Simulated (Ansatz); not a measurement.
The system is CrCuO2.

```
Cu Cr O
1.0
     1.48670    0.85835    5.70000
    -1.48670    0.85835    5.70000
     0.00000   -1.71669    5.70000
Cu Cr O
1 1 2
Direct
  0.00000 0.00000 0.00000
  0.50000 0.50000 0.50000
  0.89208 0.89208 0.89208
  0.10792 0.10792 0.10792
```

| Item | Value |
| --- | --- |
| Program | Ansatz 0.2.0 |
| Task | relaxation of cell and atoms |
| Functional | PBEsol |
| Potentials or basis | Ansatz PAW |
| Cutoff | 420 eV (not typed: the program's choice for these potentials) |
| k mesh | 10 × 10 × 10 |
| Occupations | fermi-dirac, width 0.05 eV |
| Spin | collinear spin, ferromagnetic start |
| Starting moments | [0.6, 3.0, 0.0, 0.0] μB |

At the start: volume 10.91 Å³/atom.

Q: Where does the relaxation end?

A: It ends after 7 steps and the volume is 10.73 Å³/atom (-1.7 %); space group R-3m (No. 166, to 0.05 Å); moment 3.00 μB per cell.

The path:
```csv
step,energy change (eV),largest force (eV/Å),volume (Å³)
1,0.0000,0.0626,43.64
2,-0.0098,0.0191,43.24
3,-0.0133,0.0189,42.91
4,-0.0133,0.0030,42.92
5,-0.0106,0.0038,42.92
6,-0.0107,0.0000,42.90
7,-0.0106,0.0000,42.90
```

Final structure:
```
Cu Cr O
1.0
     1.48185    0.85555    5.64023
    -1.48185    0.85555    5.64023
     0.00000   -1.71109    5.64023
Cu Cr O
1 1 2
Direct
  0.00000 0.00000 0.00000
  0.50000 0.50000 0.50000
  0.89188 0.89188 0.89188
  0.10812 0.10812 0.10812
```

Caveat: the plane-wave basis is chosen anew once the cell has moved, so the energies of steps on either side of that aren't comparable; the pressure holds a Pulay correction of +0.7 GPa for the finite cutoff; only a ferromagnetic start was run, and an antiferromagnetic order may lie lower in energy; the PAW data sets come from PBE, with cores solved anew for the run's functional, which leaves a small shift of forces and pressure.
